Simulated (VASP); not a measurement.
**Te2Mo: relaxation of cell and atoms with rev-vdW-DF2**

Te2Mo:

```
CELL_PARAMETERS angstrom
6.34606 0.00000 0.01343
0.00000 3.50349 0.00000
-0.91986 0.00000 13.77181
ATOMIC_POSITIONS crystal
Te 0.55965 0.75000 0.35007
Te 0.44035 0.25000 0.64993
Te 0.58819 0.25000 0.10419
Te 0.41181 0.75000 0.89581
Te 0.09651 0.75000 0.15037
Te 0.90349 0.25000 0.84963
Te 0.05673 0.25000 0.39550
Te 0.94327 0.75000 0.60450
Mo 0.32138 0.75000 0.50673
Mo 0.67862 0.25000 0.49327
Mo 0.18068 0.25000 0.00774
Mo 0.81932 0.75000 0.99226
```

```
Program                : VASP 6.6.1
Task                   : relaxation of cell and atoms
Functional             : rev-vdW-DF2
Potentials or basis    : VASP PAW PBE potentials, release 64 (Te, Mo_sv)
Cutoff                 : 600 eV
k mesh                 : 4 × 8 × 2
Occupations            : gaussian, width 0.03 eV
Spin                   : no spin polarisation
Further INCAR settings : ALGO = Normal; EDIFF = 1e-07; IBRION = 2; EDIFFG = -0.005; NSW = 90; ISIF = 3
```

- Relaxed volume: 25.51 Å³/atom
- Relaxed cell: a = 6.343 Å, b = 3.509 Å, c = 13.773 Å, α = 90.00°, β = 93.00°, γ = 90.00°
- Space group after relaxing (to 0.05 Å): P2_1/m (No. 11)
- Energy gained by relaxing: 0.0 meV/atom
- Ionic steps: 28
- Pressure after relaxing: 0.0 GPa
- Largest force after relaxing: 0.004 eV/Å
- Band gap on the k mesh: none (metal or under the smearing width)

Forces in eV/Å, atoms in the order of the input:
```
Te   0.002  0.000  0.000
Te  -0.002  0.000  0.000
Te  -0.003  0.000  0.002
Te   0.003  0.000 -0.002
Te   0.003  0.000  0.001
Te  -0.003  0.000 -0.001
Te  -0.003  0.000  0.001
Te   0.003  0.000 -0.001
Mo  -0.002  0.000 -0.002
Mo   0.002  0.000  0.002
Mo  -0.001  0.000  0.000
Mo   0.001  0.000  0.000
```

Step by step:
```csv
step,energy change (eV),largest force (eV/Å),pressure (GPa),volume (Å³)
1,0.0000,0.0088,-0.03,306.24
2,0.0000,0.0125,0.05,306.03
3,0.0000,0.0074,0.01,306.12
4,0.0000,0.0074,0.01,306.14
5,-0.0001,0.0128,0.00,306.17
6,-0.0001,0.0122,0.00,306.18
7,-0.0001,0.0110,0.00,306.20
8,-0.0001,0.0142,-0.01,306.24
9,-0.0001,0.0159,-0.02,306.26
10,-0.0002,0.0118,0.00,306.22
11,-0.0002,0.0129,0.04,306.13
12,-0.0002,0.0143,0.05,306.10
13,-0.0002,0.0137,0.05,306.11
14,-0.0003,0.0120,0.04,306.15
15,-0.0003,0.0160,0.02,306.23
16,-0.0003,0.0262,-0.03,306.39
17,-0.0004,0.0208,-0.01,306.31
18,-0.0004,0.0180,-0.01,306.32
19,-0.0005,0.0101,-0.03,306.35
20,-0.0004,0.0295,-0.06,306.42
21,-0.0005,0.0101,-0.04,306.37
22,-0.0005,0.0115,0.01,306.23
23,-0.0005,0.0132,0.02,306.18
24,-0.0006,0.0078,0.01,306.18
25,-0.0006,0.0083,0.00,306.18
26,-0.0006,0.0068,0.00,306.16
27,-0.0006,0.0060,0.00,306.15
28,-0.0006,0.0041,0.00,306.14
```

Final structure:
```xyz
12
Lattice="6.3430 0.0000 0.0522 0.0000 3.5089 0.0000 -0.8351 0.0000 13.7480" Properties=species:S:1:pos:R:3 pbc="T T T"
Te    3.2779    2.6316    4.8377
Te    2.2300    0.8772    8.9626
Te    3.6263    0.8772    1.4592
Te    1.8816    2.6316   12.3410
Te    0.4619    2.6316    2.0747
Te    5.0460    0.8772   11.7255
Te    0.0504    0.8772    5.4450
Te    5.4575    2.6316    8.3552
Mo    1.6163    2.6316    6.9862
Mo    3.8916    0.8772    6.8140
Mo    1.1372    0.8772    0.1163
Mo    4.3707    2.6316   13.6839
```

Levels at points of the mesh, in eV from the Fermi level:
```tsv
k point	band 49	band 50	band 51	band 52	band 53	band 54	band 55	band 56
(0.00, 0.00, 0.00)	-0.46	-0.26	-0.03	0.13	0.47	0.74	0.78	0.88
(0.50, 0.00, 0.00)	-0.98	-0.97	-0.60	-0.54	-0.01	0.02	0.72	0.72
(0.00, 0.50, 0.00)	-1.62	-1.62	-1.45	-1.45	0.94	0.94	1.03	1.03
(0.50, 0.50, 0.00)	-1.08	-1.08	-1.01	-1.01	0.87	0.87	0.92	0.92
(0.00, 0.00, 0.50)	-0.17	-0.15	-0.04	0.00	0.50	0.58	0.81	0.85
(0.50, 0.00, 0.50)	-0.98	-0.97	-0.60	-0.42	0.04	0.06	0.68	0.75
(0.00, 0.50, 0.50)	-1.61	-1.61	-1.54	-1.54	0.93	0.93	1.01	1.01
(0.50, 0.50, 0.50)	-1.07	-1.07	-1.01	-1.01	0.89	0.89	0.89	0.89
```

It took 2.4 h on 4 MPI ranks on AMD EPYC 7R13 Processor (Zen 3), with other jobs on the host, peak memory 1.6 GiB a rank.

Caveat: the PAW data sets were made with another functional, which shifts forces and pressure a little. Spin-orbit coupling is left out, which matters for the levels of Te.
